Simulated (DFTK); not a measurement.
# ZrB2 (P6/mmm) in DFTK: notebook

Runs on ZrB2. Level: PBE. Tasks: single point.

Everything below comes from runs of DFTK 0.8.2. Logs are shortened: lines on timing, memory, paths and dates and some standing lists are left out, and cuts for length are marked.

**1. Starting point**

The structure is hexagonal, space group P6/mmm (No. 191). Conventional cell: a = 3.170 Å, b = 3.170 Å, c = 3.533 Å, α = 90.00°, β = 90.00°, γ = 120.00°. Around Zr (site symmetry 6/mmm) lie 12 B at 2.54 Å. B (site symmetry -6m2) is surrounded by 3 B at 1.83 Å.

**2. Single point, PBE**

File run.jl:

```julia
using DFTK
using PseudoPotentialData
using Unitful, UnitfulAtomic
using LinearAlgebra, Printf
include("save.jl")
disable_threading()

# lattice vectors are the columns
lattice = austrip(1u"Å") * [          3.17         -1.585            0.0;
                      0.0     2.74530053            0.0;
                      0.0            0.0          3.533]
symbols   = [:Zr, :B, :B]
positions = [[0.0, 0.0, 0.0],
             [0.6666666667, 0.3333333333, 0.5],
             [0.3333333333, 0.6666666667, 0.5]]
pseudopotentials = PseudoFamily("dojo.nc.sr.pbe.v0_4_1.standard.upf")
elements = Dict(s => ElementPsp(s, pseudopotentials) for s in unique(symbols))
atoms    = [elements[s] for s in symbols]

build_model(lattice, positions; symmetries=true) =
    model_DFT(lattice, atoms, positions;
              functionals=PBE(),
              temperature=austrip(0.1u"eV"),
              smearing=Smearing.FermiDirac(),
              symmetries)
Ecut  = 38.0  # hartree
kgrid = [10, 10, 8]
tol   = 1e-6
to_GPa = ustrip(uconvert(u"GPa", 1u"hartree/bohr^3"))

model = build_model(lattice, positions)
basis = PlaneWaveBasis(model; Ecut, kgrid)
display(basis)
scfres = self_consistent_field(basis;
                               tol,
                               nbandsalg=AdaptiveBands(model; n_bands_converge=14))
display(scfres.energies)
@printf "Fermi level: %.6f eV\n" ustrip(auconvert(u"eV", something(scfres.εF, NaN)))
forces = compute_forces_cart(scfres)
println("Forces (eV/Å)")
for (s, f) in zip(symbols, forces)
    @printf "%-3s %12.6f %12.6f %12.6f\n" s ustrip.(auconvert.(u"eV/Å", f))...
end
stress = compute_stresses_cart(scfres)
println("Stress (GPa)")
display(round.(stress * to_GPa; digits=4))
println("Levels at the first k-point (eV): ", round.(ustrip.(auconvert.(u"eV", scfres.eigenvalues[1][1:scfres.n_bands_converge])); digits=4))
save_scf!(scfres; forces, stress)
```

Potentials or basis: dojo.nc.sr.pbe.v0_4_1.standard.upf (PBE).

Command:

```console
julia --threads=1 run.jl  # save.jl only writes the numbers to a file and isn't shown; printed stress counts tension as positive; times include loading and compiling
```

Log:

```text
PlaneWaveBasis discretization:

    Ecut                 : 38.0 Ha
    fft_size             : (36, 36, 40), 51840 total points
    kgrid                : MonkhorstPack([10, 10, 8])
    num.   red. kpoints  : 800
    num. irred. kpoints  : 70

    Discretized Model(gga_x_pbe+gga_c_pbe, 3D):
        lattice (in Bohr)    : [5.99043   , -2.99522  , 0         ]
                               [0         , 5.18787   , 0         ]
                               [0         , 0         , 6.6764    ]
        unit cell volume     : 207.49 Bohr³

        atoms                : B₂Zr
        pseudopot. family    : PseudoFamily("dojo.nc.sr.pbe.v0_4_1.standard.upf")

        num. electrons       : 18
        spin polarization    : none
        temperature          : 0.0036749 Ha
        smearing             : DFTK.Smearing.FermiDirac()

        terms                : Kinetic()
                               AtomicLocal()
                               AtomicNonlocal()
                               Ewald(nothing)
                               PspCorrection()
                               Hartree()
                               Xc(gga_x_pbe, gga_c_pbe)
                               Entropy()
n     Energy            log10(ΔE)   log10(Δρ)   Diag   Δtime
---   ---------------   ---------   ---------   ----   ------
  1   -56.52717215386                   -0.75    4.8    9.61s
  2   -56.61227001567       -1.07       -1.49    2.7    5.26s
  3   -56.61475985831       -2.60       -1.93    3.2    5.19s
  4   -56.61481010798       -4.30       -2.89    1.8    4.80s
  5   -56.61481570608       -5.25       -3.37    3.6    7.05s
  6   -56.61481578609       -7.10       -4.30    1.9    4.04s
  7   -56.61481579024       -8.38       -5.07    3.4    5.57s
  8   -56.61481579031      -10.21       -5.87    2.7    5.78s
  9   -56.61481579031      -11.72       -6.48    3.4    5.39s
Energy breakdown (in Ha):
    Kinetic             18.5902414
    AtomicLocal         -28.1392488
    AtomicNonlocal      5.3833585
    Ewald               -48.2953940
    PspCorrection       2.2187558
    Hartree             6.1950876
    Xc                  -12.5672146
    Entropy             -0.0004017

    total               -56.614815790308
Fermi level: 12.450473 eV
Forces (eV/Å)
Zr     -0.000000     0.000000     0.000000
B      -0.000000     0.000000     0.000000
B       0.000000    -0.000000     0.000000
Stress (GPa)
3×3 StaticArraysCore.SMatrix{3, 3, Float64, 9} with indices SOneTo(3)×SOneTo(3):
 -0.4205   0.0      0.0
 -0.0     -0.4205  -0.0
  0.0     -0.0     -1.4899
Levels at the first k-point (eV): [-36.1315, -14.3167, -13.7679, -13.7679, -0.2178, 9.8807, 9.8807, 9.9344, 10.1631, 15.9135, 15.9135, 16.6828, 16.6828, 17.4098]
```

It took 2 min on 1 thread of Intel Xeon 6975P-C (Granite Rapids), shared host; peak memory 1.9 GiB.

What came out:

```yaml
Free_energy: -1540.5676 eV
Pressure: 0.8 GPa
Band_gap_on_the_k_mesh: none (metal or under the smearing width)
```

Levels at points of the mesh, in eV from the Fermi level:
| k point | band 7 | band 8 | band 9 | band 10 | band 11 | band 12 |
| --- | --- | --- | --- | --- | --- | --- |
| (0.00, 0.00, 0.00) | -2.57 | -2.52 | -2.29 | 3.46 | 3.46 | 4.23 |
| (-0.50, 0.00, 0.00) | -3.83 | -3.00 | -2.61 | 2.31 | 2.37 | 4.98 |
| (0.00, 0.00, -0.50) | -0.90 | -0.90 | 0.40 | 0.40 | 0.84 | 0.84 |
| (-0.50, 0.00, -0.50) | -4.55 | -4.07 | -1.95 | 3.80 | 4.18 | 5.35 |

**3. Single point, PBE**

Changes to run.jl since step 2:

```diff
@@ -23,3 +23,3 @@
               temperature=austrip(0.1u"eV"),
-              smearing=Smearing.FermiDirac(),
+              smearing=Smearing.Gaussian(),
               symmetries)
```

Potentials or basis: dojo.nc.sr.pbe.v0_4_1.standard.upf (PBE).

Command:

```console
julia --threads=1 run.jl  # save.jl only writes the numbers to a file and isn't shown; printed stress counts tension as positive; times include loading and compiling
```

Wall time 2.1 min (1 thread of Intel Xeon 6975P-C (Granite Rapids), shared host); peak memory 1.9 GiB.

The run converged. Its results:

```yaml
Free_energy: -1540.5629 eV
Pressure: 0.8 GPa
Band_gap_on_the_k_mesh: none (metal or under the smearing width)
```

Stress tensor (GPa, compression positive):
```
0.32 0.00 0.00
0.00 0.32 0.00
0.00 0.00 1.63
```

Levels at points of the mesh, in eV from the Fermi level:
| k point | band 5 | band 6 | band 7 | band 8 | band 9 | band 10 | band 11 | band 12 | band 13 | band 14 |
| --- | --- | --- | --- | --- | --- | --- | --- | --- | --- | --- |
| (0.00, 0.00, 0.00) | -12.64 | -2.55 | -2.55 | -2.49 | -2.26 | 3.49 | 3.49 | 4.25 | 4.25 | 4.98 |
| (-0.50, 0.00, 0.00) | -8.87 | -8.42 | -3.81 | -2.97 | -2.59 | 2.33 | 2.40 | 5.00 | 5.08 | 6.63 |
| (0.00, 0.00, -0.50) | -10.61 | -6.88 | -0.87 | -0.87 | 0.42 | 0.42 | 0.86 | 0.86 | 1.92 | 5.15 |
| (-0.50, 0.00, -0.50) | -9.84 | -6.91 | -4.53 | -4.04 | -1.93 | 3.83 | 4.20 | 5.37 | 6.32 | 6.55 |

**4. Single point, PBE**

Changes to run.jl since step 3:

```diff
@@ -23,3 +23,3 @@
               temperature=austrip(0.1u"eV"),
-              smearing=Smearing.Gaussian(),
+              smearing=Smearing.MarzariVanderbilt(),
               symmetries)
```

Command:

```console
julia --threads=1 run.jl  # save.jl only writes the numbers to a file and isn't shown; printed stress counts tension as positive; times include loading and compiling
```

It took 2.2 min on 1 thread of Intel Xeon 6975P-C (Granite Rapids), shared host; peak memory 1.9 GiB.

Results (log left out):

| Item | Value |
| --- | --- |
| Free energy | -1540.5617 eV |
| Pressure | 0.7 GPa |
| Band gap on the k mesh | none (metal or under the smearing width) |

Stress tensor (GPa, compression positive):
```
0.27 0.00 0.00
0.00 0.27 0.00
0.00 0.00 1.71
```

Levels at points of the mesh, in eV from the Fermi level:
| k point | band 6 | band 7 | band 8 | band 9 | band 10 | band 11 | band 12 | band 13 |
| --- | --- | --- | --- | --- | --- | --- | --- | --- |
| (0.00, 0.00, 0.00) | -2.54 | -2.54 | -2.48 | -2.25 | 3.50 | 3.50 | 4.26 | 4.26 |
| (-0.50, 0.00, 0.00) | -8.41 | -3.80 | -2.96 | -2.58 | 2.34 | 2.41 | 5.01 | 5.09 |
| (0.00, 0.00, -0.50) | -6.87 | -0.86 | -0.86 | 0.43 | 0.43 | 0.87 | 0.87 | 1.93 |
| (-0.50, 0.00, -0.50) | -6.90 | -4.52 | -4.03 | -1.92 | 3.84 | 4.21 | 5.38 | 6.33 |

**5. Single point, PBE**

Changes to run.jl since step 4:

```diff
@@ -23,3 +23,3 @@
               temperature=austrip(0.1u"eV"),
-              smearing=Smearing.MarzariVanderbilt(),
+              smearing=Smearing.MethfesselPaxton(1),
               symmetries)
```

Potentials or basis: dojo.nc.sr.pbe.v0_4_1.standard.upf (PBE).

Command:

```console
julia --threads=1 run.jl  # save.jl only writes the numbers to a file and isn't shown; printed stress counts tension as positive; times include loading and compiling
```

Log:

```text
PlaneWaveBasis discretization:

    Ecut                 : 38.0 Ha
    fft_size             : (36, 36, 40), 51840 total points
    kgrid                : MonkhorstPack([10, 10, 8])
    num.   red. kpoints  : 800
    num. irred. kpoints  : 70

    Discretized Model(gga_x_pbe+gga_c_pbe, 3D):
        lattice (in Bohr)    : [5.99043   , -2.99522  , 0         ]
                               [0         , 5.18787   , 0         ]
                               [0         , 0         , 6.6764    ]
        unit cell volume     : 207.49 Bohr³

        atoms                : B₂Zr
        pseudopot. family    : PseudoFamily("dojo.nc.sr.pbe.v0_4_1.standard.upf")

        num. electrons       : 18
        spin polarization    : none
        temperature          : 0.0036749 Ha
        smearing             : DFTK.Smearing.MethfesselPaxton(1)

        terms                : Kinetic()
                               AtomicLocal()
                               AtomicNonlocal()
                               Ewald(nothing)
                               PspCorrection()
                               Hartree()
                               Xc(gga_x_pbe, gga_c_pbe)
                               Entropy()
n     Energy            log10(ΔE)   log10(Δρ)   Diag   Δtime
---   ---------------   ---------   ---------   ----   ------
  1   -56.52758570018                   -0.75    4.8    8.92s
  2   -56.61197964588       -1.07       -1.48    2.7    6.39s
  3   -56.61455158340       -2.59       -1.93    3.2    5.06s
  4   -56.61460142818       -4.30       -2.88    1.8    3.90s
  5   -56.61460706561       -5.25       -3.38    3.6    6.22s
  6   -56.61460714613       -7.09       -4.30    2.0    4.31s
  7   -56.61460714999       -8.41       -5.08    3.4    5.24s
  8   -56.61460715005      -10.26       -5.91    2.7    5.65s
  9   -56.61460715005      -11.74       -6.62    3.5    5.97s
Energy breakdown (in Ha):
    Kinetic             18.5897129
    AtomicLocal         -28.1385070
    AtomicNonlocal      5.3833798
    Ewald               -48.2953940
    PspCorrection       2.2187558
    Hartree             6.1945922
    Xc                  -12.5671385
    Entropy             -0.0000083

    total               -56.614607150050
Fermi level: 12.408422 eV
Forces (eV/Å)
Zr     -0.000000     0.000000     0.000000
B      -0.000000     0.000000     0.000000
B       0.000000    -0.000000     0.000000
Stress (GPa)
3×3 StaticArraysCore.SMatrix{3, 3, Float64, 9} with indices SOneTo(3)×SOneTo(3):
 -0.2909   0.0     -0.0
  0.0     -0.2909  -0.0
  0.0     -0.0     -1.6684
Levels at the first k-point (eV): [-36.1337, -14.3161, -13.7711, -13.7711, -0.2167, 9.8806, 9.8806, 9.9336, 10.1631, 15.913, 15.913, 16.6813, 16.6813, 17.4092]
```

It took 2 min on 1 thread of Intel Xeon 6975P-C (Granite Rapids), shared host; peak memory 1.9 GiB.

What came out:

| Item | Value |
| --- | --- |
| Free energy | -1540.5619 eV |
| Pressure | 0.8 GPa |
| Band gap on the k mesh | none (metal or under the smearing width) |

Levels at points of the mesh, in eV from the Fermi level:
```csv
k point,band 6,band 7,band 8,band 9,band 10,band 11,band 12,band 13
"(0.00, 0.00, 0.00)",-2.53,-2.53,-2.47,-2.25,3.50,3.50,4.27,4.27
"(-0.50, 0.00, 0.00)",-8.40,-3.79,-2.95,-2.57,2.35,2.42,5.02,5.10
"(0.00, 0.00, -0.50)",-6.86,-0.86,-0.86,0.44,0.44,0.88,0.88,1.93
"(-0.50, 0.00, -0.50)",-6.89,-4.51,-4.03,-1.91,3.85,4.22,5.39,6.34
```

**6. Single point, PBE**

Changes to run.jl since step 5:

```diff
@@ -23,3 +23,3 @@
               temperature=austrip(0.1u"eV"),
-              smearing=Smearing.MethfesselPaxton(1),
+              smearing=Smearing.MethfesselPaxton(2),
               symmetries)
```

Potentials or basis: dojo.nc.sr.pbe.v0_4_1.standard.upf (PBE).

Command:

```console
julia --threads=1 run.jl  # save.jl only writes the numbers to a file and isn't shown; printed stress counts tension as positive; times include loading and compiling
```

It took 3 min on 1 thread of Intel Xeon 6975P-C (Granite Rapids), shared host; peak memory 1.9 GiB.

It converged, with:

| Item | Value |
| --- | --- |
| Free energy | -1540.5619 eV |
| Pressure | 0.8 GPa |
| Band gap on the k mesh | none (metal or under the smearing width) |

Stress tensor (GPa, compression positive):
```
0.29 0.00 0.00
0.00 0.29 0.00
0.00 0.00 1.67
```

Levels at points of the mesh, in eV from the Fermi level:
| k point | band 6 | band 7 | band 8 | band 9 | band 10 | band 11 | band 12 | band 13 |
| --- | --- | --- | --- | --- | --- | --- | --- | --- |
| (0.00, 0.00, 0.00) | -2.52 | -2.52 | -2.47 | -2.24 | 3.51 | 3.51 | 4.28 | 4.28 |
| (-0.50, 0.00, 0.00) | -8.40 | -3.78 | -2.95 | -2.57 | 2.36 | 2.42 | 5.03 | 5.10 |
| (0.00, 0.00, -0.50) | -6.85 | -0.85 | -0.85 | 0.45 | 0.45 | 0.89 | 0.89 | 1.94 |
| (-0.50, 0.00, -0.50) | -6.88 | -4.50 | -4.02 | -1.90 | 3.85 | 4.23 | 5.40 | 6.34 |

**7. Overview**

| smearing | gap on the mesh (eV) | pressure (GPa) |
| --- | --- | --- |
| fermi-dirac 0.1 eV | none | 0.8 |
| gaussian 0.1 eV | none | 0.8 |
| cold 0.1 eV | none | 0.7 |
| methfessel-paxton order 1 0.1 eV | none | 0.8 |
| methfessel-paxton order 2 0.1 eV | none | 0.8 |

Alike in all rows: task single point; level PBE; potentials or basis dojo.nc.sr.pbe.v0_4_1.standard.upf (PBE); no spin polarisation; cell as given; k mesh 10 × 10 × 8; cutoff (eV) 1034.

Every run on the cell as given and a fine mesh finds a metal.

Absolute energies hang on the potentials; compare differences alone.
